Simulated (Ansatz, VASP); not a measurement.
## One calculation of I, two programs

```xyz
1
Lattice="0.0000 2.3656 3.9098 2.1922 0.0000 3.9098 2.1922 2.3656 0.0000" Properties=species:S:1:pos:R:3 pbc="T T T"
I     0.0000    0.0000    0.0000
```

Alike in both runs: task single point; functional PBE; dispersion D3(BJ); k mesh 6 × 6 × 6; occupations gaussian, width 0.1 eV; no spin polarisation.

```csv
,VASP,Ansatz
version,VASP 6.6.1,Ansatz 0.2.0
potentials or method,"VASP PAW PBE potentials, release 64 (I)","scalar-relativistic, plane waves, PAW"
plane-wave cutoff (eV),520,420
valence electrons in the cell,7,17
```

```tsv
	VASP	Ansatz	Ansatz less VASP
gap on the k mesh at the Fermi level (eV)	none	none	-
pressure (GPa)	-0.8	-0.8	+0.04
largest component of the traceless stress (GPa)	0.11	0.09	-0.020
```

A gap of «none» marks a metal or a gap that the smearing closes. The two sets of potentials don't hold the same shells in valence.

Caveats: an odd number of electrons without spin polarisation forces a metal; a magnetic or distorted state may lie lower; pairwise dispersion overbinds metals, which lowers pressure and volume. Spin-orbit coupling is left out, which matters for the levels of I.
